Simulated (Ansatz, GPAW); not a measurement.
Given: the input of a run of Ansatz 0.2.0 on BP. Atoms were shifted at random by some hundredths of an Å from the given cell, which wasn't relaxed again for these runs. 

File input.yaml:

```yaml
crystal:
  lattice:
    - [0.0, 2.269, 2.269]
    - [2.269, 0.0, 2.269]
    - [2.269, 2.269, 0.0]
  atoms:
    - { symbol: P, position: [0.75465, 0.755551, 0.743389] }
    - { symbol: B, position: [-0.009701, 0.009047, -0.002471] }
hamiltonian:
  xc: pbe
  pseudopotentials: { kind: paw }
kpoints:
  mp_grid: { grid: [10, 10, 10] }
scf:
  occupations: { method: fermi_dirac, width: 0.05 }
output:
  forces: true
  stress: true
  eigenvalues: true
  write_density: true
  write_potential: true
  elf: true
  volumetric_format: npy
```

Potentials or basis: Ansatz PAW.

Command:

```bash
$ ansatz run input.yaml --threads 1 --pin off --max-ram 3584MiB --backend cpu --events-out ev --progress --plain --runs-dir out
```

Question: What does the same run look like in GPAW 26.7.0 (ASE script)? Potentials or basis there: GPAW PAW data sets (gpaw-data 1.2.1), cutoff 800 eV.

Answer: As run (cutoffs and basis follow the program's own potentials, and thresholds, step limits or extra output files can differ):

File run.py:

```python
from ase import Atoms
from ase.dft.bandgap import bandgap
from ase.io import write
from ase.units import GPa
from gpaw import GPAW, PW

atoms = Atoms(['P', 'B'],
              cell=[[0.0, 2.269, 2.269],
                    [2.269, 0.0, 2.269],
                    [2.269, 2.269, 0.0]],
              scaled_positions=[[0.75465, 0.755551, 0.743389],
                                [-0.009701, 0.009047, -0.002471]],
              pbc=True)

calc = GPAW(mode=PW(800),
            xc='PBE',
            kpts={'size': (10, 10, 10), 'gamma': True},
            occupations={'name': 'fermi-dirac', 'width': 0.05},
            nbands=11,
            convergence={'density': 1e-05, 'energy': 1e-05},
            maxiter=150,
            txt='gpaw.txt')
atoms.calc = calc
energy = atoms.get_potential_energy()
forces = atoms.get_forces()
stress = atoms.get_stress()
calc.write('gs.gpw')
write('result.traj', atoms)
print(f'Energy: {energy:.6f} eV')
print('Forces (eV/A):')
print(forces.round(4))
print('Stress (GPa):', (stress / GPa).round(3))
print('Fermi level:', round(calc.get_fermi_level(), 4), 'eV')
print(f'Gap: {bandgap(calc)[0]:.4f} eV, direct: {bandgap(calc, direct=True)[0]:.4f} eV')
```

Potentials or basis: GPAW PAW data sets (gpaw-data 1.2.1), pw.

The run is started by

```sh
$ OMP_NUM_THREADS=1 python run.py
```

Both were run:

|  | Ansatz | GPAW |
| --- | --- | --- |
| Pressure | 1.3 GPa | 1.5 GPa |
| Largest force | 0.682 eV/Å | 0.686 eV/Å |
| Energy over the undisturbed cell | 6.6 meV/atom | 6.7 meV/atom |

Ansatz's pressure holds a Pulay term of +0.13 GPa for its cutoff of 420 eV, which the other run lacks.

Where Ansatz's input types no cutoff or centring, it takes its own default and a Γ-centred mesh.

Pressure is positive in compression.
